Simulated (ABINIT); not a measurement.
# Beyond one shot: BAs (F-43m), part 2 of 3

Aim: iterate the self-energy on BAs (F-43m) and follow the gap from cycle to cycle.

ABINIT 10.8.3; LDA and many-body steps on it, plane waves. Known limits of the many-body steps: not at the basis limit; exchange with frozen shells missing; no spin-orbit coupling; coarse k mesh.

So far. Step 5 (evGW0, cycle 1): Against G0W0 in ABINIT (4×4×4 mesh, 42 bands, screening to 130.6 eV, Godby-Needs plasmon pole), the gap moves by +0.207 eV. This first cycle still uses the starting levels; it takes the full correction, at all points of the mesh, and its linearised value is 2.268 eV. Step 6 (evGW0, cycle 2): Against the cycle before, the gap moves by −0.106 eV.

## (7) evGW0, cycle 3

Level of this step: evGW0 on LDA, plane waves, norm-conserving pseudopotentials (ABINIT).

Contents of run.abi:

```
acell 3*1.0 Angstrom
rprim 
  -0.000000000000 2.388500000000 2.388500000000
  2.388500000000 -0.000000000000 2.388500000000
  2.388500000000 2.388500000000 -0.000000000000
ntypat 2
znucl 5 33
natom 2
typat 1 2
xred 
  0.000000000000 0.000000000000 0.000000000000
  0.250000000000 0.250000000000 0.250000000000
pp_dirpath "pseudos"
pseudos "B.upf, As.upf"
ecut 34
ngkpt 4 4 4
nshiftk 1
shiftk 0 0 0
kptopt 1
chksymbreak 0
istwfk *1
occopt 1
irdwfk 1
optdriver 4
nband 42
gwcalctyp 10
ecutsigx 34
symsigma 1
nkptgw 8
kptgw 
  0.0000000000 0.0000000000 0.0000000000
  0.2500000000 0.0000000000 0.0000000000
  0.5000000000 0.0000000000 0.0000000000
  0.2500000000 0.2500000000 0.0000000000
  0.5000000000 0.2500000000 0.0000000000
  -0.2500000000 0.2500000000 0.0000000000
  0.5000000000 0.5000000000 0.0000000000
  -0.2500000000 0.5000000000 0.2500000000
bdgw 
  1 13
  1 13
  1 13
  1 13
  1 13
  1 13
  1 13
  1 13
ecuteps 4.8
irdscr 1
ppmodel 1
irdqps 1
indata_prefix "in"
outdata_prefix "out"
tmpdata_prefix "tmp"
```

Run with:

```console
OMP_NUM_THREADS=1 mpirun -n 4 abinit run.abi > log
```

The log of the run:

```text
.Version 10.8.3 of ABINIT. v10.8.2 released Aug 2026.

 Symmetries : space group F-4 3 m (#216); Bravais cF (face-center cubic)
[... echo of the input left out ...]
== DATASET  1 ==================================================================
-   mpi_nproc: 4, omp_nthreads: 1 (-1 if OMP is not activated)

--- !DatasetInfo
iteration_state: {dtset: 1, }
dimensions: {natom: 2, nkpt: 8, mband: 42, nsppol: 1, nspinor: 1, nspden: 1, mpw: 1807, }
cutoff_energies: {ecut:  34.0, pawecutdg:  -1.0, }
[...]
.  kptgw no:  3; Maximum DeltaE = (   0.196  -0.002) for band index:  2
[...]
.  kptgw no:  7; Maximum DeltaE = (  -0.295   0.169) for band index:  4
.  kptgw no:  8; Maximum DeltaE = (  -0.071   0.267) for band index:  3

== END DATASET(S) ==============================================================
================================================================================

 -outvars: echo values of variables after computation  --------
           etotal      0.0000000000E+00
            nband          42
             nkpt           8
          spgroup         216
 [... the other variables as echoed above ...]

 Calculation completed.
```

Wall time 14 s (4 MPI ranks of Arm Neoverse V2, shared host); peak memory 0.68 GiB; 56 s of CPU time.

This step gave:

```yaml
quasiparticle_gap_on_the_mesh: 2.378 eV
gap_of_the_density_functional_on_the_mesh: 1.352 eV
k_of_the_valence_top: 0, 0, 0
k_of_the_conduction_bottom: 0.5, 0.5, 0
least_direct_quasiparticle_gap_on_the_computed_points: 4.206 eV
```

Against the cycle before, the gap moves by +0.009 eV.

## (8) Screening, 4×4×4 mesh, 42 bands, screening to 130.6 eV

This step: RPA screening on LDA, plane waves, norm-conserving pseudopotentials.

Contents of run.abi:

```
acell 3*1.0 Angstrom
rprim 
  -0.000000000000 2.388500000000 2.388500000000
  2.388500000000 -0.000000000000 2.388500000000
  2.388500000000 2.388500000000 -0.000000000000
ntypat 2
znucl 5 33
natom 2
typat 1 2
xred 
  0.000000000000 0.000000000000 0.000000000000
  0.250000000000 0.250000000000 0.250000000000
pp_dirpath "pseudos"
pseudos "B.upf, As.upf"
ecut 34
ngkpt 4 4 4
nshiftk 1
shiftk 0 0 0
kptopt 1
chksymbreak 0
istwfk *1
occopt 1
irdwfk 1
optdriver 3
nband 42
ecuteps 4.8
inclvkb 2
awtr 1
symchi 1
gwcalctyp 10
mbpt_sciss 1.259 eV
nqptdm 1
qptdm 
  0 0 0
indata_prefix "in"
outdata_prefix "out"
tmpdata_prefix "tmp"
```

The log of the run:

```text
.Version 10.8.3 of ABINIT. v10.8.2 released Aug 2026.

 Symmetries : space group F-4 3 m (#216); Bravais cF (face-center cubic)
[... echo of the input left out ...]
== DATASET  1 ==================================================================
-   mpi_nproc: 4, omp_nthreads: 1 (-1 if OMP is not activated)

--- !DatasetInfo
iteration_state: {dtset: 1, }
dimensions: {natom: 2, nkpt: 8, mband: 42, nsppol: 1, nspinor: 1, nspden: 1, mpw: 1807, }
cutoff_energies: {ecut:  34.0, pawecutdg:  -1.0, }
electrons: {nelect:   1.80000000E+01, charge:   0.00000000E+00, occopt:   1.00000000E+00, tsmear:   1.00000000E-02, }

 SCREENING: Calculation of the susceptibility and dielectric matrices

 Based on a program developped by R.W. Godby, V. Olevano, G. Onida, and L. Reining.
 Incorporated in ABINIT by V. Olevano, G.-M. Rignanese, and M. Torrent.
.Using double precision arithmetic ; gwpc =  8

[... cell and pseudopotentials left out ...]
--------------------------------------------------------------------------------

 ==== K-mesh for the wavefunctions ====
 Number of points in the irreducible wedge :     8
[... list of points left out ...]
 Together with 24 symmetry operations and time-reversal symmetry
 yields    64 points in the full Brillouin Zone.

 ==== Q-mesh for the screening function ====
 Number of points in the irreducible wedge :     8
[... list of points left out ...]
 Together with 24 symmetry operations and time-reversal symmetry
 yields    64 points in the full Brillouin Zone.

 setmesh: FFT mesh size selected  =    24x   24x   24
          total number of points  =        13824

 vcoul_init : cutoff-mode = AUXILIARY_FUNCTION
 q-points for optical limit:   1
     1)      0.000010    0.000020    0.000030

 Dielectric matrix will be calculated only for some
 selected q points provided by the user through the input variables
 nqptdm and qptdm

- screening: taking advantage of time-reversal symmetry
- Maximum band index for partially occupied states nbvw = 9
- Remaining bands to be divided among processors   nbcw = 33
- Number of bands treated by each node ~8

 rdqps: reading QP wavefunctions of the previous step
        looking for file in_QPS
 file not found, 1st iteration initialized with KS eigenelements

 screening : performing a first self-consistency
 update of the energies in W by a scissor operator
 applying a scissor operator of [eV] :   1.259

 Number of electrons calculated from density =   18.0000; Expected =   18.0000
 average of density, n =  0.097875
 r_s =    1.3461
 omega_plasma =   30.1780 [eV]

 calculating chi0 at frequencies [eV] :
  1    0.000000E+00    0.000000E+00
  2    0.000000E+00    3.017802E+01

--------------------------------------------------------------------------------
  q-point number  1        q = ( 0.000000, 0.000000, 0.000000) [r.l.u.]
--------------------------------------------------------------------------------
[... chi0 elements left out ...]
 For q-point:  0.000010 0.000020 0.000030
  dielectric constant =  11.5851
  dielectric constant without local fields =  12.5282

  Average fulfillment of the sum rule on Im[epsilon] for q-point    1 :     46.35  [%]
[... wings left out ...]
== END DATASET(S) ==============================================================
================================================================================

 -outvars: echo values of variables after computation  --------
           etotal      0.0000000000E+00
            nband          42
             nkpt           8
          spgroup         216
 [... the other variables as echoed above ...]

 Calculation completed.
```

It took 2.1 s on 4 MPI ranks; peak memory 0.11 GiB.

Numbers from this step:

```
ε∞ with local fields, on this mesh, along the program's q direction : 11.59
the same without local fields                                       : 12.53
plasma frequency                                                    : 30.18 eV
plane waves in the screening matrix                                 : 89
```

This screening uses the functional's bands under a rigid shift, the mean opening of the cycle before.

## (9) Screening, 4×4×4 mesh, 42 bands, screening to 130.6 eV

This step: RPA screening on LDA from quasiparticle energies, plane waves, norm-conserving pseudopotentials.

Edit run.abi of step 8 so:

```diff
@@ -29,7 +29,13 @@
 symchi 1
+irdqps 1
 gwcalctyp 10
-mbpt_sciss 1.259 eV
-nqptdm 1
+nqptdm 7
 qptdm 
-  0 0 0
+  0.2500000000 0.0000000000 0.0000000000
+  0.5000000000 0.0000000000 0.0000000000
+  0.2500000000 0.2500000000 0.0000000000
+  0.5000000000 0.2500000000 0.0000000000
+  -0.2500000000 0.2500000000 0.0000000000
+  0.5000000000 0.5000000000 0.0000000000
+  -0.2500000000 0.5000000000 0.2500000000
 indata_prefix "in"
```

Contents of mrgscr.stdin:

```
2
merged
q0_SCR
out_SCR
1
```

Run with:

```console
OMP_NUM_THREADS=1 mpirun -n 4 abinit run.abi > log; mrgscr < mrgscr.stdin
```

The log of the run:

```text
.Version 10.8.3 of ABINIT. v10.8.2 released Aug 2026.

 Symmetries : space group F-4 3 m (#216); Bravais cF (face-center cubic)
[... echo of the input left out ...]
== DATASET  1 ==================================================================
-   mpi_nproc: 4, omp_nthreads: 1 (-1 if OMP is not activated)

--- !DatasetInfo
iteration_state: {dtset: 1, }
dimensions: {natom: 2, nkpt: 8, mband: 42, nsppol: 1, nspinor: 1, nspden: 1, mpw: 1807, }
cutoff_energies: {ecut:  34.0, pawecutdg:  -1.0, }
[...]
q-point number  1        q = ( 0.250000, 0.000000, 0.000000) [r.l.u.]
--------------------------------------------------------------------------------
[... chi0 elements left out ...]
  Average fulfillment of the sum rule on Im[epsilon] for q-point    2 :     61.05  [%]

--------------------------------------------------------------------------------
  q-point number  2        q = ( 0.500000, 0.000000, 0.000000) [r.l.u.]
--------------------------------------------------------------------------------
[... chi0 elements left out ...]
  Average fulfillment of the sum rule on Im[epsilon] for q-point    3 :     53.95  [%]

 [... 5 further q-points ...]
```

Elapsed: 4.4 s, on 4 MPI ranks; peak memory 0.38 GiB; 17 s of CPU time.

This step gave:

- plasma frequency: 30.18 eV
- plane waves in the screening matrix: 89

This screening reads the quasiparticle levels of the cycle before.

## (10) evGW, cycle 1

This step: evGW on LDA, plane waves, norm-conserving pseudopotentials.

Edit run.abi of step 9 so:

```diff
@@ -23,12 +23,10 @@
 irdwfk 1
-optdriver 3
+optdriver 4
 nband 42
-ecuteps 4.8
-inclvkb 2
-awtr 1
-symchi 1
-irdqps 1
 gwcalctyp 10
-nqptdm 7
-qptdm 
+ecutsigx 34
+symsigma 1
+nkptgw 8
+kptgw 
+  0.0000000000 0.0000000000 0.0000000000
   0.2500000000 0.0000000000 0.0000000000
@@ -40,2 +38,15 @@
   -0.2500000000 0.5000000000 0.2500000000
+bdgw 
+  1 13
+  1 13
+  1 13
+  1 13
+  1 13
+  1 13
+  1 13
+  1 13
+ecuteps 4.8
+irdscr 1
+ppmodel 1
+irdqps 1
 indata_prefix "in"
```

Run with:

```console
OMP_NUM_THREADS=1 mpirun -n 4 abinit run.abi > log
```

The log of the run:

```text
.Version 10.8.3 of ABINIT. v10.8.2 released Aug 2026.

 Symmetries : space group F-4 3 m (#216); Bravais cF (face-center cubic)
[... echo of the input left out ...]
== DATASET  1 ==================================================================
-   mpi_nproc: 4, omp_nthreads: 1 (-1 if OMP is not activated)

--- !DatasetInfo
iteration_state: {dtset: 1, }
dimensions: {natom: 2, nkpt: 8, mband: 42, nsppol: 1, nspinor: 1, nspden: 1, mpw: 1807, }
cutoff_energies: {ecut:  34.0, pawecutdg:  -1.0, }
[...]
.  kptgw no:  3; Maximum DeltaE = (   1.033   0.158) for band index:  1
[...]
.  kptgw no:  7; Maximum DeltaE = (   0.802   0.303) for band index:  2
.  kptgw no:  8; Maximum DeltaE = (   0.579   0.937) for band index:  1

== END DATASET(S) ==============================================================
================================================================================

 -outvars: echo values of variables after computation  --------
           etotal      0.0000000000E+00
            nband          42
             nkpt           8
          spgroup         216
 [... the other variables as echoed above ...]

 Calculation completed.
```

The job ended after 14 s (4 MPI ranks; peak memory 0.68 GiB).

Numbers from this step:

```
quasiparticle gap on the mesh                         : 2.501 eV
gap of the density functional on the mesh             : 1.352 eV
k of the valence top                                  : 0, 0, 0
k of the conduction bottom                            : 0.5, 0.5, 0
least direct quasiparticle gap on the computed points : 4.339 eV
```

Against G0W0 in ABINIT (4×4×4 mesh, 42 bands, screening to 130.6 eV, Godby-Needs plasmon pole), the gap moves by +0.233 eV.

## (11) Screening, 4×4×4 mesh, 42 bands, screening to 130.6 eV

This step: RPA screening on LDA, plane waves, norm-conserving pseudopotentials.

Contents of run.abi:

```
acell 3*1.0 Angstrom
rprim 
  -0.000000000000 2.388500000000 2.388500000000
  2.388500000000 -0.000000000000 2.388500000000
  2.388500000000 2.388500000000 -0.000000000000
ntypat 2
znucl 5 33
natom 2
typat 1 2
xred 
  0.000000000000 0.000000000000 0.000000000000
  0.250000000000 0.250000000000 0.250000000000
pp_dirpath "pseudos"
pseudos "B.upf, As.upf"
ecut 34
ngkpt 4 4 4
nshiftk 1
shiftk 0 0 0
kptopt 1
chksymbreak 0
istwfk *1
occopt 1
irdwfk 1
optdriver 3
nband 42
ecuteps 4.8
inclvkb 2
awtr 1
symchi 1
gwcalctyp 10
mbpt_sciss 1.424 eV
nqptdm 1
qptdm 
  0 0 0
indata_prefix "in"
outdata_prefix "out"
tmpdata_prefix "tmp"
```

The log of the run:

```text
.Version 10.8.3 of ABINIT. v10.8.2 released Aug 2026.

 Symmetries : space group F-4 3 m (#216); Bravais cF (face-center cubic)
[... echo of the input left out ...]
== DATASET  1 ==================================================================
-   mpi_nproc: 4, omp_nthreads: 1 (-1 if OMP is not activated)

--- !DatasetInfo
iteration_state: {dtset: 1, }
dimensions: {natom: 2, nkpt: 8, mband: 42, nsppol: 1, nspinor: 1, nspden: 1, mpw: 1807, }
cutoff_energies: {ecut:  34.0, pawecutdg:  -1.0, }
[...]
[... chi0 elements left out ...]
 For q-point:  0.000010 0.000020 0.000030
  dielectric constant =  11.3274
  dielectric constant without local fields =  12.2323

  Average fulfillment of the sum rule on Im[epsilon] for q-point    1 :     46.57  [%]
[... wings left out ...]
== END DATASET(S) ==============================================================
================================================================================

 -outvars: echo values of variables after computation  --------
           etotal      0.0000000000E+00
            nband          42
             nkpt           8
          spgroup         216
 [... the other variables as echoed above ...]

 Calculation completed.
```

Run time: 2.1 s. Hardware: 4 MPI ranks; peak memory 0.11 GiB.

This step gave:

* ε∞ with local fields, on this mesh, along the program's q direction: 11.33
* the same without local fields: 12.23
* plasma frequency: 30.18 eV
* plane waves in the screening matrix: 89

This screening uses the functional's bands under a rigid shift, the mean opening of the cycle before.

(Part 2 of 3 ends here.)

[Paths, hosts, dates, memory and timing lines, banners, echoed tables and standing remarks are left out of the program output.]

[Logs are printed without paths, hosts, clocks, repeated set-up lines and the standing remarks that a program may print on its own settings, such as how far it seeks lower states.]

[Runs of the session that timed out or met a known fault of the program may be left out.]

[Hosts, paths, dates, database ids (printed as entryN), source tags and the programs' standing remarks are cut or masked in the printed files.]

[G0W0 gaps are taken among the corrected bands and points alone; a level outside them can change the order at an edge.]

[Where Ansatz stands beside ABINIT at settings called matched, ABINIT's density can come from a denser mesh and the files from another edition; pairs whose starting gaps differed by over 0.03 eV were left out, so agreement reads better than it is.]
